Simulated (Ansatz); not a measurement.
A run of Ansatz 0.2.0 is set up as follows.

The input input:

```
crystal:
  lattice:
    - [3.16, 0.0, 0.0]
    - [0.0, 3.16, 0.0]
    - [0.0, 0.0, 3.16]
  atoms:
    - { symbol: Sb, position: [0.0, 0.0, 0.0] }
hamiltonian:
  xc: { exchange: pbe, correlation: pbe, exx: { coeff: 0.25, omega: 0.2 } }
  pseudopotentials: { kind: paw }
kpoints:
  mp_grid: { grid: [4, 4, 4] }
scf:
  occupations: { method: fermi_dirac, width: 0.05 }
output:
  forces: true
  stress: true
  eigenvalues: true
```

(1) What does it give for the band gap on the k mesh?

(2) Predict the pressure.

Answers

(1) none (metal or under the smearing width).

(2) -5.4 GPa.

Caveat: the k mesh is coarse (spacing up to 0.50 Å⁻¹), so the values aren't converged, least of all with exact exchange; the PAW data sets come from PBE, with cores solved anew for the run's functional, which leaves a small shift of forces and pressure; the thresholds are loose for stress.
